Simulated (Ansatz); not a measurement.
Theory: DFT PBE, scalar-relativistic, plane waves, PAW in Ansatz 0.2.0. All cells share a 420 eV cutoff and Γ-centred k meshes spaced at most about 0.3 Å⁻¹ (about 0.25 or finer for metals, 2π included). No spin polarisation.

Each guess is relaxed in cell and atoms at zero pressure, on a coarse mesh first where it starts far from rest and then on a converged one. The steps can't lower the symmetry of the start, but it can rise. Energies are static (0 K, no zero-point motion).

Two unrelaxed guesses for InGa₅P₆:

A.

Space group Pmmm (No. 47). a = 3.830 Å, b = 5.417 Å, c = 11.492 Å, α = 90.00°, β = 90.00°, γ = 90.00°
| atom | site | symmetry | x | y | z |
| --- | --- | --- | --- | --- | --- |
| In | 1f | mmm | 0.5000 | 0.5000 | 0.0000 |
| Ga | 2q | mm2 | 0.0000 | 0.0000 | 0.8333 |
| Ga | 2t | mm2 | 0.5000 | 0.5000 | 0.3333 |
| Ga | 1c | mmm | 0.0000 | 0.0000 | 0.5000 |
| P | 2r | mm2 | 0.0000 | 0.5000 | 0.1667 |
| P | 1g | mmm | 0.0000 | 0.5000 | 0.5000 |
| P | 2s | mm2 | 0.5000 | 0.0000 | 0.6667 |
| P | 1b | mmm | 0.5000 | 0.0000 | 0.0000 |

B.

Space group P-4m2 (No. 115). a = 3.830 Å, b = 3.830 Å, c = 16.251 Å, α = 90.00°, β = 90.00°, γ = 90.00°
| atom | site | symmetry | x | y | z |
| --- | --- | --- | --- | --- | --- |
| In | 1c | -4m2 | 0.5000 | 0.5000 | 0.5000 |
| Ga | 2e | 2mm. | 0.0000 | 0.0000 | 0.6667 |
| Ga | 2f | 2mm. | 0.5000 | 0.5000 | 0.1667 |
| Ga | 1a | -4m2 | 0.0000 | 0.0000 | 0.0000 |
| P | 2g | 2mm. | 0.5000 | 0.0000 | 0.4167 |
| P | 2g | 2mm. | 0.0000 | 0.5000 | 0.2500 |
| P | 2g | 2mm. | 0.5000 | 0.0000 | 0.0833 |

Question: Which guess leads to the lower structure, and by how much?

Answer: B ends lower, by 0.38 eV/atom. A: Pmmm at 19.9 Å³/atom → Pmmm at 17.9 Å³/atom; B: P-4m2 at 19.9 Å³/atom → P-4m2 at 21.7 Å³/atom. Counting P atoms around Ga and In (those within 1.25 times the shortest such distance or 1.15 times the sum of covalent radii, 1.27 where that leaves under three), the end of A has In 6, Ga 6 and the end of B has In 4, Ga 4. End of A. Conventional cell: a = 3.671 Å, b = 5.266 Å, c = 11.099 Å. In has 6 P at 2.63–2.73 Å; Ga on a site of symmetry mm2 is surrounded by 6 P at 2.60–2.64 Å; P on a site of symmetry mm2 has 4 Ga at 2.52–2.64 Å and 2 In at 2.73 Å; 5 more sites not described. End of B. Conventional cell: a = 3.941 Å, c = 16.797 Å. Around In lie 4 P at 2.54 Å; around Ga on a site of symmetry 2mm lie 4 P at 2.39–2.40 Å; P on its first site has 2 Ga at 2.39 Å and 2 In at 2.54 Å; 4 more sites not described.

Ends held by symmetry can be saddle points.
